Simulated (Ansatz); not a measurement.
Mg under changes of volume

One of the cells (23.237 Å³/atom); the others are scaled copies at fixed shape and fractional positions:

```
CELL_PARAMETERS angstrom
3.20930 0.00000 0.00000
-1.60465 2.77934 0.00000
0.00000 0.00000 5.21030
ATOMIC_POSITIONS crystal
Mg 0.66667 0.33333 0.75000
Mg 0.33333 0.66667 0.25000
```

* Program: Ansatz 0.2.0
* Functional: PBE
* Potentials or basis: SSSP efficiency PAW
* Cutoff: 408 eV
* Density cutoff: 4082 eV
* k mesh: 10 × 10 × 5
* Occupations: fermi-dirac, width 0.05 eV
* Spin: no spin polarisation

```tsv
volume (Å³/atom)	energy over the lowest point (meV/atom)	pressure (GPa)
21.843	5.83	1.9
22.308	1.71	1.0
22.772	0.00	0.2
23.237	0.47	-0.5
23.702	2.88	-1.1
24.167	7.06	-1.7
24.631	?	?
```

**Question.** What does the run at 24.631 Å³/atom give?

**Answer.** Energy over the lowest point 12.82 meV/atom; pressure -2.2 GPa.

Worked out: A Birch-Murnaghan fit of order 3 (a polynomial in V^(-2/3)) to the other rows has its minimum at 22.90 Å³/atom with B0 = V·E''(V) = 36 GPa and B' = 4.2 at fixed shape and positions, which overstates the stiffness. It gives 12.81 meV/atom at 24.631 Å³/atom, against the run's 12.82, and -dE/dV = -2.2 GPa, against -2.2.

Energies are extrapolated to zero smearing.
